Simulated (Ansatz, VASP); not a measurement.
**CO in VASP and in Ansatz**

```
CELL_PARAMETERS angstrom
2.49290 0.00000 0.00000
0.00000 2.49290 0.00000
0.00000 0.00000 2.49290
ATOMIC_POSITIONS crystal
C 0.00000 0.00000 0.00000
O 0.50000 0.50000 0.50000
```

Alike in both runs: functional r2SCAN; k mesh 6 × 6 × 6; occupations gaussian, width 0.1 eV; no spin polarisation.

Ansatz relaxed the structure, and its values are those at the end. VASP's run is a single point on that final structure, the one shown.

|  | VASP | Ansatz |
| --- | --- | --- |
| version | VASP 6.6.1 | Ansatz 0.2.0 |
| potentials or method | VASP PAW PBE potentials, release 64 (C, O) | scalar-relativistic, plane waves, PAW |
| plane-wave cutoff (eV) | 520 | 500 |
| valence electrons in the cell | 10 | 10 |

|  | VASP | Ansatz | Ansatz less VASP |
| --- | --- | --- | --- |
| gap on the k mesh at the Fermi level (eV) | none | none | - |
| pressure (GPa) | -0.2 | 0.0 | +0.19 |

A gap of «none» marks a metal or a gap that the smearing closes.

Caveats: the k mesh is coarse (spacing up to 0.42 Å⁻¹), so the values aren't converged; the PAW data sets were made with another functional, which shifts forces and pressure a little (VASP).
